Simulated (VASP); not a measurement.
A calculation with VASP 6.6.1 of Er (ASE script, structure typed inline):

run.py

```python
from ase import Atoms
from ase.calculators.vasp import Vasp
from ase.dft.bandgap import bandgap

atoms = Atoms(
    ['Er'],
    cell=[[-1.9779384575, 1.9779384575, 1.9779384575], [1.9779384575, -1.9779384575, 1.9779384575], [1.9779384575, 1.9779384575, -1.9779384575]],
    scaled_positions=[[0.0, 0.0, 0.0]],
    pbc=True,
)
atoms.set_initial_magnetic_moments([3.0])
calc = Vasp(
    directory='calc',
    xc='rpbe',
    pp='PBE',
    setups={'base': 'minimal', 'Er': '_3'},
    prec='Accurate',
    encut=600,
    ediff=1e-06,
    ismear=0,
    sigma=0.1,
    lreal=False,
    lasph=True,
    nelm=120,
    algo='Normal',
    isif=2,
    lwave=False,
    lcharg=False,
    ispin=2,
    lorbit=11,
    lmaxmix=6,
    kpts=[9, 9, 9],
    gamma=True,
    nbands=14,
)
atoms.calc = calc

print('energy (eV):', atoms.get_potential_energy())
print('free energy (eV):', atoms.get_potential_energy(force_consistent=True))
print('forces (eV/A):')
print(atoms.get_forces())
print('stress (eV/A^3, Voigt):', atoms.get_stress())
print('Fermi level (eV):', calc.get_fermi_level())
print('moment (muB):', atoms.get_magnetic_moment())
print('site moments (muB):', atoms.get_magnetic_moments())
gap, top, bottom = bandgap(calc)
print('band gap (eV):', gap, 'from (spin, k, band)', top, 'to', bottom)
```

Potentials or basis: VASP PAW PBE potentials, release 64 (Er_3), 4f in core.

The run is started by

```console
$ python run.py
```

This isn't the form of Er at room conditions, which is hcp.

Write the same calculation in another form: native input, structure from a POSCAR.

As run:

INCAR

```
PREC = Accurate ; ENCUT = 600
EDIFF = 1E-6 ; ISMEAR = 0
SIGMA = 0.1 ; LREAL = F
LASPH = T ; NELM = 120
ALGO = Normal ; ISIF = 2
LWAVE = F ; LCHARG = F
ISPIN = 2 ; MAGMOM = 3
LORBIT = 11 ; LMAXMIX = 6
GGA = RP
```

Contents of KPOINTS:

```
Automatic mesh
0
Gamma
  9 9 9
```

The input POSCAR:

```
Er
3.4259
   -0.577348567530      0.577348567530      0.577348567530
    0.577348567530     -0.577348567530      0.577348567530
    0.577348567530      0.577348567530     -0.577348567530
Er
1
Direct
    0.0000000000      0.0000000000      0.0000000000
```

Potentials or basis: VASP PAW PBE potentials, release 64 (Er_3), 4f in core.

Launch:

```bash
$ cat potpaw_PBE.64/Er_3/POTCAR > POTCAR
$ mpirun -np 1 vasp_std > vasp.out
```

Both were run:

|  | ASE script, structure typed inline | native input, structure from a POSCAR |
| --- | --- | --- |
| Pressure | 2.0 GPa | 2.0 GPa |
| Band gap on the k mesh | none (metal or under the smearing width) | none (metal or under the smearing width) |
| Net moment | -0.02 μB per cell | -0.03 μB per cell |
| Valence electrons inside the program's atomic spheres | Er 8.06 | Er 8.06 |

Keys that steer only the numerical path or the files written may differ.

Caveat: the magnetic or orbital state may not be the lowest; the PAW data sets were made with another functional, which shifts forces and pressure a little; spin-orbit coupling is left out, which moves the levels of the heavy elements; the 4f electrons are frozen in the core as for a trivalent ion, so they carry no moment and show no levels.
